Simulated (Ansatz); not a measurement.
Geometry optimisation in Ansatz: input, command and trajectory.

```yaml
crystal:
  lattice:
    - [1.8966197838, 1.8966197838, 0.0]
    - [-1.8966197838, 1.8966197838, 0.0]
    - [0.0, 0.0, 3.9171004514]
  atoms:
    - { symbol: Ir, position: [0.0, 0.0, 0.0] }
    - { symbol: Ir, position: [0.5, 0.5, 0.5] }
basis:
  ecutwfc: 420
kpoints:
  mp_grid: { grid: [18, 18, 14] }
hamiltonian:
  xc: pbe
scf:
  occupations: { method: gaussian, width: 0.1 }
output:
  forces: true
  stress: true
  eigenvalues: true
  write_density: true
  write_potential: true
  elf: true
  volumetric_format: npy
relax:
  adjacent_minimum: "off"
  f_tol: 0.008
  max_steps: 40
  cell: { stress_tol: 0.015, fix: [a, b, gamma] }
```

```bash
ansatz run input.yaml --threads 1 --pin off --max-ram 2560MiB --backend cpu --events-out ev --progress --plain --runs-dir out
```

Method: DFT PBE, scalar-relativistic, plane waves, PAW (Ansatz 0.2.0).

Of 5 frames 4 are shown, positions in Å and forces in eV/Å; the SCF threshold varies from step to step. Steps run on the plane waves of an earlier cell, with a Pulay correction in the pressure. The basis is chosen afresh for the last frame, the zero of the energies, and at times for earlier ones too; energy and pressure step there, also at an unchanged geometry. The mark taken_back stands on steps that the optimiser undid.

```xyz
2
Lattice="1.8966 1.8966 0.0000 -1.8966 1.8966 0.0000 0.0000 0.0000 3.9171" Properties=species:S:1:pos:R:3:forces:R:3 pbc="T T T" step=1 free_energy_over_end_meV_per_atom=0.42 pressure_GPa=10.88
Ir    0.0000    0.0000    0.0000    0.0000    0.0000    0.0000
Ir    0.0000    1.8966    1.9586    0.0000    0.0000    0.0000
2
Lattice="1.8966 1.8966 0.0000 -1.8966 1.8966 0.0000 0.0000 0.0000 3.9568" Properties=species:S:1:pos:R:3:forces:R:3 pbc="T T T" step=2 free_energy_over_end_meV_per_atom=1.10 pressure_GPa=7.12 taken_back
Ir    0.0000    0.0000    0.0000    0.0000    0.0000    0.0000
Ir    0.0000    1.8966    1.9784    0.0000    0.0000    0.0000
2
Lattice="1.8966 1.8966 0.0000 -1.8966 1.8966 0.0000 0.0000 0.0000 3.9328" Properties=species:S:1:pos:R:3:forces:R:3 pbc="T T T" step=3 free_energy_over_end_meV_per_atom=0.03 pressure_GPa=9.36
Ir    0.0000    0.0000    0.0000    0.0000    0.0000    0.0000
Ir    0.0000    1.8966    1.9664    0.0000    0.0000    0.0000
2
Lattice="1.8966 1.8966 0.0000 -1.8966 1.8966 0.0000 0.0000 0.0000 3.9324" Properties=species:S:1:pos:R:3:forces:R:3 pbc="T T T" step=5 free_energy_over_end_meV_per_atom=0.00 pressure_GPa=9.39
Ir    0.0000    0.0000    0.0000    0.0000    0.0000    0.0000
Ir    0.0000    1.8966    1.9662    0.0000    0.0000    0.0000
```

The run took 48 s on 1 thread of AMD EPYC 7R43 64-Core Processor (Zen 3), on a shared host, peak memory 0.55 GiB.

Spin–orbit coupling is left out, which can shift energies with elements as heavy as these.